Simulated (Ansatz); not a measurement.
A (001) slab of relaxed bulk KF (Fm-3m, 18.70 Å³/atom, gap on the mesh 6.15 eV), 3 planes in a 4×1 cell with the lowest 1 held; added atoms sit on lattice sites of the next plane. A dipole correction is on. The surface energy is the mean of the held and the free face; step energies are per length and the mean of the stripe's two steps, which run along the shortest translation of the plane; step and island energies count from the flat slab and bulk atoms.

The calculation used DFT PBEsol, scalar-relativistic, plane waves, PAW (Ansatz 0.2.0).

Cutoff 420 eV, Gaussian smearing of 0.05 eV, energies at zero smearing, symmetry of each start kept, no spin polarisation.

| start | atoms | k mesh | surface energy (J/m²) | gap on the mesh (eV) | step energy (meV/Å) |
| --- | --- | --- | --- | --- | --- |
| flat slab | 24 | 2×6×1 | 0.20 | 5.34 | - |
| stripe of 4 atoms | 28 | 2×6×1 | - | 3.11 | 150 |

Cost: 2 runs of about 23 core-minutes in all, on Arm Neoverse V2 (shared hosts).